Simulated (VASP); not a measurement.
A run of VASP 6.6.1 is set up as follows.

Contents of INCAR:

```
SYSTEM = Al
PREC = Accurate
ENCUT = 520
EDIFF = 1E-6
ISMEAR = 0
SIGMA = 0.15
LREAL = .FALSE.
LASPH = .TRUE.
NELM = 60
ALGO = Normal
ISIF = 2
LWAVE = .FALSE.
LCHARG = .FALSE.
GGA = PE
NBANDS = 8
```

KPOINTS

```
Automatic mesh
0
G
  22 22 22
  0 0 0
```

The input POSCAR:

```
Al
1.0
   -1.4599105427      1.4599105427      1.8267860621
    1.4599105427     -1.4599105427      1.8267860621
    1.4599105427      1.4599105427     -1.8267860621
Al
1
Direct
    0.0000000000      0.0000000000      0.0000000000
```

Potentials or basis: VASP PAW PBE potentials, release 64 (Al).

The run is started by

```sh
$ cat potpaw_PBE.64/Al/POTCAR > POTCAR
$ mpirun -np 1 vasp_std > vasp.out
```

**Question.** What does it give for the pressure?

**Answer.** 5.9 GPa.

**Question.** Estimate the band gap on the k mesh.

**Answer.** None (metal or under the smearing width).

Stress tensor (GPa, compression positive):
```
 3.60  0.00  0.00
 0.00  3.60  0.00
 0.00  0.00 10.54
```
